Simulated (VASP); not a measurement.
The system is HfO2.

```
Hf O
1.0
     5.07623    0.00000   -0.00248
     0.00000    5.15429    0.00000
    -0.87565    0.00000    5.17132
Hf O
4 8
Direct
  0.27731 0.45730 0.70766
  0.72269 0.95730 0.79234
  0.72269 0.54270 0.29234
  0.27731 0.04270 0.20766
  0.44707 0.74182 0.98080
  0.55293 0.24182 0.51920
  0.55293 0.25818 0.01920
  0.44707 0.75818 0.48080
  0.07115 0.33718 0.34080
  0.92885 0.83718 0.15920
  0.92885 0.66282 0.65920
  0.07115 0.16282 0.84080
```

The cell is a database's computed one.

Base run:

```yaml
Program: VASP 6.6.1
Functional: PBEsol
Potentials_or_basis: VASP PAW PBE potentials, release 64 (Hf_pv, O)
Cutoff: 520 eV
k_mesh: 6 × 6 × 6
Occupations: gaussian, width 0.02 eV
Spin: no spin polarisation
```

Its results: band gap on the k mesh 3.96 eV, indirect (least direct gap 4.06 eV); pressure 0.2 GPa; largest force 0.006 eV/Å.

Q: The run is repeated on the same cell with these changes: potentials or basis from VASP PAW PBE potentials, release 64 (Hf_pv, O) to VASP PAW PBE potentials, release 64 (Hf_pv, O_h); cutoff from 520 eV to 900 eV; k mesh from 6 × 6 × 6 to 4 × 4 × 4. What comes out?

A: Band gap on the k mesh 3.97 eV, indirect (least direct gap 4.06 eV); pressure -0.4 GPa; largest force 0.008 eV/Å.

Caveats: the PAW data sets were made with another functional, which shifts forces and pressure a little; spin-orbit coupling is left out, which moves the levels of the heavy elements; the cutoff is under 1.25 times the usual one of these potentials, so pressure, stress and relaxed cells hold a basis-set (Pulay) error (some runs).

A k mesh can miss the band edges.

Not every run made on this cell is shown here.
